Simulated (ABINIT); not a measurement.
Crystal: Lu.

```
Lu
1.0
     3.50310    0.00000    0.00000
    -1.75155    3.03377    0.00000
     0.00000    0.00000    5.55090
Lu
2
Direct
  0.66667 0.33333 0.75000
  0.33333 0.66667 0.25000
```

* Program: ABINIT 10.8.3 (patched build)
* Task: relaxation of cell and atoms
* Functional: PBEsol
* Potentials or basis: JTH PAW PBE v2.0
* Cutoff: 626 eV
* k mesh: 7 × 7 × 4
* Occupations: fermi-dirac, width 0.05 eV
* Spin: no spin polarisation

At the start: pressure -3.6 GPa; volume 29.50 Å³/atom.

Q: How do energy, volume and symmetry change on relaxing?

A: Over 8 steps the energy falls by 26.9 meV/atom and the volume is 27.36 Å³/atom (-7.3 %); space group P6_3/mmc (No. 194, to 0.05 Å).

Step by step:
```
step  energy change (eV)  largest force (eV/Å)  pressure (GPa)  volume (Å³)
   1              0.0000                0.0000           -3.55        58.99
   2             -0.0138                0.0000           -3.13        58.35
   3             -0.0522                0.0000            0.69        54.05
   4             -0.0535                0.0000            0.01        54.71
   5             -0.0536                0.0000            0.03        54.68
   6             -0.0538                0.0000            0.06        54.65
   7             -0.0539                0.0000            0.02        54.69
   8             -0.0539                0.0000            0.00        54.71
```

Final structure:
```
CELL_PARAMETERS angstrom
3.43646 0.00000 0.00000
-1.71823 2.97606 0.00000
0.00000 0.00000 5.34954
ATOMIC_POSITIONS crystal
Lu 0.66667 0.33333 0.75000
Lu 0.33333 0.66667 0.25000
```

Caveat: the PAW data sets were made with another functional, which shifts forces and pressure a little.
